The equilibrium volume of a crystal is the volume per atom at which its static energy is lowest. Here the energy of silicon was computed with the PBE functional at seven fixed volumes, and a Birch-Murnaghan curve through the points gave three numbers. They are the equilibrium volume $V$, the bulk modulus $B$, which measures the resistance to compression, and the bulk modulus slope $B'$, the rate at which $B$ rises with pressure. From row to row only two things change: the potential that stands in for the nucleus and inner electrons of each atom, and the cutoff, which sets how fine a detail the plane waves can describe.

Silicon in the diamond structure (2-atom cell), computed with ABINIT using plane-wave DFT and the PBE functional, without spin polarisation, spin-orbit coupling or dispersion correction. All runs use an 8×8×8 k mesh and Fermi-Dirac smearing of 0.05 eV. Volumes and moduli come from Birch-Murnaghan fits to static energies at seven volumes; the basis column gives the plane-wave cutoff.

| potentials | basis | equilibrium volume (Å³/atom) | bulk modulus (GPa) | bulk modulus slope | equilibrium volume less the median of the rows (Å³/atom) |
| --- | --- | --- | --- | --- | --- |
| JTH PAW PBE v2.0 | 571 eV | 20.437 | 88.90 | 4.280 | -0.012 |
| JTH PAW PBE v2.0 | 408 eV | 20.438 | 89.10 | 4.350 | -0.011 |
| JTH PAW PBE v2.0 | 272 eV | 20.446 | 89.10 | 4.320 | -0.003 |
| PseudoDojo NC SR PBE v0.5 stringent | 490 eV | 20.449 | 88.40 | 4.240 | 0.000 |
| Ansatz NC PBE | 490 eV | 20.455 | 88.30 | 4.240 | 0.006 |
| SPMS NC PBE v1.0 | 381 eV | 20.456 | 88.30 | 4.290 | 0.007 |
| SG15 NC PBE v1.2 | 816 eV | 20.544 | 87.60 | 4.220 | 0.095 |

## What happens

Six of the seven runs agree on the volume within 0.019 Å³ per atom. The seventh, with the SG15 potential, lies 0.095 Å³ above the median row, which is PseudoDojo. That is five times the whole spread of the others, though still only about 0.5 percent of the volume. SG15 also has the lowest bulk modulus.

The offset is unlikely to come from a coarse basis, since SG15 was run at the highest cutoff of all, though some potentials need a higher cutoff than others. Nor is it the price of norm conservation, a simpler construction than the PAW method of the JTH rows. PseudoDojo, Ansatz and SPMS are norm-conserving too, and they lie within 0.007 Å³ of one another. What sets SG15 apart is this particular potential.

Well-converged all-electron calculations with PBE, which need no such potential, are known to lie close to the group of six. It is therefore reasonable to read the SG15 value as the one that is off, and not as a correction to the rest.

## Why a potential moves the volume

Total energies from different potentials can differ by several electronvolts, and this by itself is harmless. A constant added to the energy lifts the whole curve and leaves its minimum where it was. Only the part of the difference that changes with volume matters. If one potential makes the crystal's energy fall a little faster on expansion than another does, the crystal feels an extra outward pressure, and it swells until its own stiffness balances that push.

For a small extra pressure $p$, the change of volume is

$$\Delta V \approx \frac{pV}{B}.$$

The push can be read from the energies themselves, as the slope of the SG15 curve compared with that of PseudoDojo. At the PseudoDojo minimum it is 0.413 GPa. With $V=20.449$ Å³ and $B=88.4$ GPa, the formula gives $0.413\times20.449/88.4\approx0.096$ Å³, against 0.095 Å³ in the table. The agreement shows that the bookkeeping is sound. It isn't independent evidence for a cause, because the push and the volume come from the same energies.

The estimate does show how delicate the volume is. Since 1 eV/Å³ is about 160 GPa, a push of 0.413 GPa amounts to only about 2.6 meV per Å³. The energy curve is flat near its minimum, so even this gentle tilt moves the lowest point visibly. In a softer crystal the same push would move it further, in proportion to $V/B$.

## Why the push grows on compression

Two potentials for the same atom differ only close to the nucleus. Farther out, both must look like the same ion with four positive charges, since four valence electrons are treated in every row. The energy difference between them therefore depends on the valence charge near the nuclei: how much of it there is, and how it is shared among s, p and d waves, on which a potential can act differently. Squeezing the crystal packs the same electrons into less space, and in the simplest picture the density near the nuclei rises with the average density, as $1/V$.

An energy that varies as $1/V$ gives a pressure that varies as $1/V^2$, so the push should be stronger in the compressed crystal. The energies bear this out. From the expanded to the compressed end of the scan the SG15 push grows by a factor of 1.21, where the simple picture gives 1.17. In this reading, SG15 makes it slightly more costly than PseudoDojo does for valence electrons to crowd around the nuclei, and the crystal answers by spreading out.

The picture is cruder than the agreement suggests. Silicon is held together by directed bonds, and the charge near its nuclei needn't follow the average density exactly. The growth of the push is a result of the calculation; its origin in crowding near the nuclei is an argument from theory.

## Why the crystal softens less than its swelling implies

Crystals usually become softer when they expand, because the bonds are then stretched towards a less strongly curved part of their energy curve. The slope $B'$ says how fast. If the SG15 push were the same at every volume, it would move silicon along its ordinary curve, and the modulus would drop by $B'B\,\Delta V/V=4.24\times88.4\times0.095/20.449\approx1.74$ GPa. The table shows a drop of only 0.8 GPa.

The difference comes from the growth of the push. A pressure that rises as the crystal is squeezed resists the squeezing, and so acts as an added stiffness. For a push that varies as $1/V^2$ this stiffness is $2p$, and since $p\approx B\,\Delta V/V$, the two effects combine to

$$\Delta B \approx (2-B')\,\frac{B\,\Delta V}{V}.$$

For SG15 this gives a drop of 0.92 GPa, close to the computed one. No constant was adjusted to reach it, but it isn't a second piece of evidence either: the modulus is the curvature of the same energies that showed the push growing. Swelling softens the crystal, and the push that causes the swelling gives about half of the loss back.

The same formula fails for the three JTH rows. Their moduli lie 0.5 to 0.7 GPa above that of PseudoDojo, while the formula gives little more than 0.1 GPa at most, and even a constant push no more than 0.22 GPa. Compared with PseudoDojo, the two JTH runs at the higher cutoffs feel a weak inward pull, and it grows on expansion instead of compression. Crowding near the nuclei is thus a fair picture of the large SG15 offset, but not a general law for the small differences between potentials.

## A likely culprit, not tested here

SG15 is known to lack a nonlinear core correction, which the PseudoDojo potential for silicon has. The correction deals with a simple difficulty. Exchange and correlation, the quantum corrections to the repulsion between electrons, depend on the total density in a way that isn't additive. Where inner and valence electrons overlap, the energy of the two together isn't the sum of their separate energies.

Without the correction, the influence of the inner electrons is fixed once, for the valence density of the free atom, and carried unchanged into the crystal. Bonding and compression then alter the valence density near the core, but the potential doesn't follow. An error of this kind sits in the right place and depends on volume, as the SG15 offset requires.

That makes the absent correction a good suspect and no more. SG15 differs from the other sets in further details of its construction, and no pair of rows switches the correction alone. Even the direction of the shift would have to be computed, since it depends on how the density near the core changes between atom and crystal. A direct test would compare two potentials built alike, one with the correction and one without.

## What the cutoff does

The rule for potentials holds for the basis as well: a constant error is harmless, and one that changes with volume is not. The JTH runs show this with a single potential. Lowering the cutoff from 571 to 272 eV raises the energy by 3.0 meV per atom in the smallest cell, but by only 2.3 meV in the largest. The difference of 0.7 meV favours the larger cell, and the equilibrium volume rises by 0.009 Å³.

At 408 eV the shift has shrunk to 0.001 Å³, so for the volume this potential is practically converged there. The run at 272 eV also has a less smooth energy curve than the others. The number of plane waves below a fixed cutoff changes in jumps as the cell grows, and at a low cutoff each jump is felt more. The differences of 0.2 GPa among the JTH moduli shouldn't be read as physics.

A second sign of an incomplete basis is a gap between the pressure that the program prints and the slope of its energies. The printed pressure belongs to a fixed set of plane waves. When the cell is stretched, these waves stretch too and describe fine detail less well, which makes expansion look too costly and the pressure too low. Near the energy minimum, the JTH runs at 272 and 408 eV deviate the other way, so this argument alone doesn't explain them.

The gap is largest for SPMS, where it corresponds to 0.017 Å³, nearly the whole spread of the six agreeing rows. This is the error of a volume found from the printed pressure, not of the fitted volume in the table. Still, it warns that the SPMS basis isn't complete, and no run at a higher cutoff shows how far the fitted volume would move. The order of rows this close together is therefore not secure. For SG15 the gap is worth only 0.002 Å³, which supports the view that its offset belongs to the potential.

## What to do about it

Keep one potential throughout any comparison of volumes, strains or pressures. A silicon cell taken from the PseudoDojo run and used with SG15 isn't at rest, but under the 0.413 GPa found above. In a study of strained layers or interfaces, such a built-in pressure could be mistaken for a property of the material.

Don't expect a higher cutoff to repair a potential. Convergence tests show when the answer for a given potential has settled, not whether that answer is right. A second potential of different make is the better check, and it costs only one more energy curve. In these runs, a disagreement of 0.02 Å³ lies within the scatter of potentials and settings, while the one near 0.1 Å³ came from the potential.

Take the volume from the fitted energies if the cutoff is modest. A cell relaxed on uncorrected pressures with the SPMS settings would come out too small by about the 0.017 Å³ given above.

Finally, keep the size of the effect in view. PBE itself is known to overestimate the measured volume of silicon, by several times the SG15 offset. For the absolute volume the functional matters most; for small differences between calculations, an unnoticed change of potential can decide the result.
